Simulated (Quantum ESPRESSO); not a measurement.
Crystal: Bi.

```
CELL_PARAMETERS angstrom
-1.98143 1.98143 1.98143
1.98143 -1.98143 1.98143
1.98143 1.98143 -1.98143
ATOMIC_POSITIONS crystal
Bi 0.00000 0.00000 0.00000
```

This isn't the form of Bi at room conditions, which is rhombohedral.

Base run:

```yaml
Program: Quantum ESPRESSO 7.5
Functional: PBEsol
Potentials_or_basis: SG15 PBE 1.2
Cutoff: 898 eV
Density_cutoff: 3592 eV
k_mesh: 9 × 9 × 9
Occupations: fermi-dirac, width 0.05 eV
Spin: no spin polarisation
```

Its results: band gap on the k mesh none (metal or under the smearing width); pressure -1.9 GPa.

Problem. The run is repeated on the same cell with these changes: functional from PBEsol to PBE. What comes out?

Solution. Band gap on the k mesh none (metal or under the smearing width); pressure 0.8 GPa.

PBE binds less tightly than PBEsol, so the same cell stands under more pressure.

Caveats: spin-orbit coupling is left out, which moves the levels of the heavy elements; the potentials were made for another functional, which shifts forces and pressure (some runs).
